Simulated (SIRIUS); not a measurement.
The system is ZrC.

```
Zr C
1.0
     0.00000    2.36500    2.36500
     2.36500    0.00000    2.36500
     2.36500    2.36500    0.00000
Zr C
1 1
Direct
  0.50000 0.50000 0.50000
  0.00000 0.00000 0.00000
```

| Quantity | Value |
| --- | --- |
| Program | SIRIUS 7.10.0 |
| Task | relaxation of cell and atoms |
| Functional | revPBE |
| Dispersion | D4 |
| Potentials or basis | PseudoDojo 0.4.1 PBE standard (scalar relativistic) |
| Cutoff | 1127 eV |
| Density cutoff | 4507 eV |
| k mesh | 5 × 5 × 5 |
| Occupations | fermi-dirac, width 0.05 eV |
| Spin | no spin polarisation |

At the start: pressure -6.8 GPa; volume 13.23 Å³/atom.

Task: Where does the relaxation end?

Result: Over 3 steps the energy falls by 9.3 meV/atom and the volume is 12.79 Å³/atom (-3.3 %); space group Fm-3m (No. 225, to 0.05 Å).

Step by step:
| step | energy change (eV) | largest force (eV/Å) | pressure (GPa) | volume (Å³) |
| --- | --- | --- | --- | --- |
| 1 | 0.0000 | 0.0000 | -6.84 | 26.46 |
| 2 | -0.0111 | 0.0000 | -4.45 | 26.14 |
| 3 | -0.0186 | 0.0000 | 0.15 | 25.58 |

Final structure:
```
CELL_PARAMETERS angstrom
0.00000 2.33848 2.33848
2.33848 0.00000 2.33848
2.33848 2.33848 0.00000
ATOMIC_POSITIONS crystal
Zr 0.50000 0.50000 0.50000
C 0.00000 0.00000 0.00000
```

Caveat: the k mesh is coarse (spacing up to 0.46 Å⁻¹), so the values aren't converged; the potentials were made for another functional, which shifts forces and pressure; pairwise dispersion overbinds metals, which lowers pressure and volume.
